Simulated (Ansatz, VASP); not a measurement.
**Two plane-wave programs on I**

Contents of INCAR:

```
PREC     = Accurate       # precision mode
ENCUT    = 520            # plane-wave cutoff, eV
EDIFF    = 1E-7           # SCF threshold, eV
ISMEAR   = -1             # smearing method
SIGMA    = 0.05           # smearing width, eV
LREAL    = F              # projectors in reciprocal space
LASPH    = T              # aspherical terms in the spheres
NELM     = 80             # most SCF steps
ALGO     = Normal         # electronic algorithm
ISIF     = 2              # what is computed and relaxed
LWAVE    = F              # write WAVECAR
LCHARG   = T              # write CHGCAR
GGA      = RE             # functional
LELF     = T              # ELF
LVHAR    = T            
NBANDS   = 10             # bands
```

File KPOINTS:

```
regular mesh
0
Gamma
  9 9 9
```

Contents of POSCAR:

```
I
1.0
    0.0000000000      2.3656004428      3.9098401324
    2.1922454667      0.0000000000      3.9098401324
    2.1922454667      2.3656004428      0.0000000000
I
1
Direct
    0.0000000000      0.0000000000      0.0000000000
```

The input input.yaml:

```yaml
crystal:
  lattice:
    - [0.0, 2.3656004428, 3.9098401324]
    - [2.1922454667, 0.0, 3.9098401324]
    - [2.1922454667, 2.3656004428, 0.0]
  atoms:
    - { symbol: I, position: [0.0, 0.0, 0.0] }
hamiltonian:
  xc: revpbe
  pseudopotentials: { kind: paw }
kpoints:
  mp_grid: { grid: [9, 9, 9] }
  band_path:
    path:
      - [[0.0, 0.0, 0.0], [0.5, 0.0, 0.5], [0.5, 0.1138942365, 0.6138942365], [0.0504161431, 0.5, 0.5504161431], [0.0, 0.5, 0.5], [0.0, 0.0, 0.0], [0.5, 0.5, 0.0], [0.9495838569, 0.5, 0.4495838569], [0.8622775204, 0.3622775204, 0.5], [0.5, 0.1138942365, 0.6138942365]]
      - [[0.5, 0.8861057635, 0.3861057635], [0.5, 0.5, 0.0]]
      - [[0.0, 0.5, 0.5], [0.1377224796, 0.6377224796, 0.5]]
      - [[0.8622775204, 0.3622775204, 0.5], [0.5, 0.0, 0.5]]
      - [[0.5, 0.5, 0.5], [0.0, 0.0, 0.0]]
    npoints: 14
scf:
  occupations: { method: fermi_dirac, width: 0.05 }
  n_extra_bands: 6
output:
  forces: true
  stress: true
  eigenvalues: true
  fatbands: true
```

Alike in both runs: functional revPBE; k mesh 9 × 9 × 9; occupations fermi-dirac, width 0.05 eV; no spin polarisation.

|  | VASP | Ansatz |
| --- | --- | --- |
| version | VASP 6.6.1 | Ansatz 0.2.0 |
| potentials or method | VASP PAW PBE potentials, release 64 (I) | Ansatz PAW |
| plane-wave cutoff (eV) | 520 | 420 |
| valence electrons in the cell | 7 | 17 |
| task | single point | band structure |

|  | VASP | Ansatz | Ansatz less VASP |
| --- | --- | --- | --- |
| gap on the k mesh at the Fermi level (eV) | none | none | - |
| pressure (GPa) | 1.4 | 1.5 | +0.04 |
| largest component of the traceless stress (GPa) | 0.32 | 0.27 | -0.047 |

A gap of «none» marks a metal or a gap that the smearing closes. The two sets of potentials don't hold the same shells in valence.

Caveats: an odd number of electrons without spin polarisation forces a metal; a magnetic or distorted state may lie lower; the PAW data sets were made with another functional, which shifts forces and pressure a little (VASP); spin-orbit coupling is left out, which moves the levels of the heavy elements (Ansatz); the PAW data sets come from PBE, with cores solved anew for the run's functional, which leaves a small shift of forces and pressure (Ansatz). Spin-orbit coupling is left out, which matters for the levels of I.
